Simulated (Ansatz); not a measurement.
This script makes an equation of state with a fit of KNbO3, space group P4mm with Ansatz's Python interface.

The script, `knbo3.py`:
```python
"""Equation of state of KNbO3."""

import ansatz
import numpy as np

params = {
    "functional": "pbe",
    "filling": "fermi_dirac",
    "sigma": 0.02,
    "ecut": 500,
    "kmesh": (6, 6, 6),
}

vectors0 = np.array([
    [3.996, 0.0, 0.0],
    [0.0, 3.996, 0.0],
    [0.0, 0.0, 4.063],
])
sites = [
    ("K", [0.0, 0.0, 0.018]),
    ("Nb", [0.5, 0.5, 0.5]),
    ("O", [0.5, 0.5, 0.044]),
    ("O", [0.5, 0.0, 0.54]),
    ("O", [0.0, 0.5, 0.54]),
]


def make_crystal(cell):
    crystal = ansatz.Crystal(lattice=ansatz.Lattice.of(cell))
    for symbol, position in sites:
        crystal = crystal.atom(symbol, position)
    return crystal

# scale the volume, keep shape and fractions
volumes, energies = [], []
for scale in np.linspace(0.92, 1.08, 7):
    cell = vectors0 * scale ** (1 / 3)
    job = make_crystal(cell).calculation()
    job = job.functional(params["functional"])
    job = job.occupations(params["filling"], width=params["sigma"])
    job = job.basis(params["ecut"])
    job = job.kpoints(*params["kmesh"])
    rep = job.run(threads=1).report
    volumes.append(abs(np.linalg.det(cell)) / len(sites))
    energies.append(rep["free_energy_ev"] / len(sites))
    print(f"V = {volumes[-1]:8.4f} A^3/atom  F = {energies[-1]:.5f} eV/atom")

# third-order Birch-Murnaghan: a cubic in V^(-2/3)
x = np.array(volumes) ** (-2 / 3)
poly = np.polynomial.Polynomial.fit(x, energies, 3).convert()
roots = poly.deriv().roots()
x0 = min((r.real for r in roots if abs(r.imag) < 1e-9 and poly.deriv(2)(r.real) > 0), key=lambda r: abs(r - x.mean()))
v0 = x0 ** -1.5
b0 = 4 / 9 * poly.deriv(2)(x0) * v0 ** (-7 / 3) * 160.21766
b1 = 4 + 2 / 3 * x0 * poly.deriv(3)(x0) / poly.deriv(2)(x0)
print(f"V0 = {v0:.4f} A^3/atom, B0 = {b0:.1f} GPa, dB/dP = {b1:.2f}")
```

From its runs, with one value withheld:

| V (Å³/atom) | F less the lowest row shown (meV/atom) |
| --- | --- |
| 11.938 | ? |
| 12.284 | 39.89 |
| 12.630 | 14.81 |
| 12.976 | 2.06 |
| 13.322 | 0.00 |
| 13.668 | 7.22 |
| 14.014 | 22.43 |

What is the missing energy at 11.938 Å³ an atom?

A third-order Birch-Murnaghan fit, E = E0 + (9 V0 B0 / 16) [(t - 1)³ B' + (t - 1)² (6 - 4t)] with t = (V0/V)^(2/3), through the 6 rows shown gives V0 = 13.219 Å³, B0 = 170.5 GPa, B' = 4.48 and E0 = -0.41 meV. At V = 11.938 Å³, t = 1.07036, and the fit extrapolates to 79.26 meV. The run gave 79.21 meV, a miss of 0.05 meV.

What to keep in mind:
- Spin is left out of this run.
- Shape and fractional positions are held along the curve, so the bulk modulus is an upper value where they are free to relax.
- The starting cell is as deposited in a crystallographic database; the results hold for this polymorph, which needn't be the stable one.
- The whole script took 34 s on 1 thread of Intel(R) Xeon(R) Processor @ 2.30GHz (shared host), peak memory 0.56 GiB.
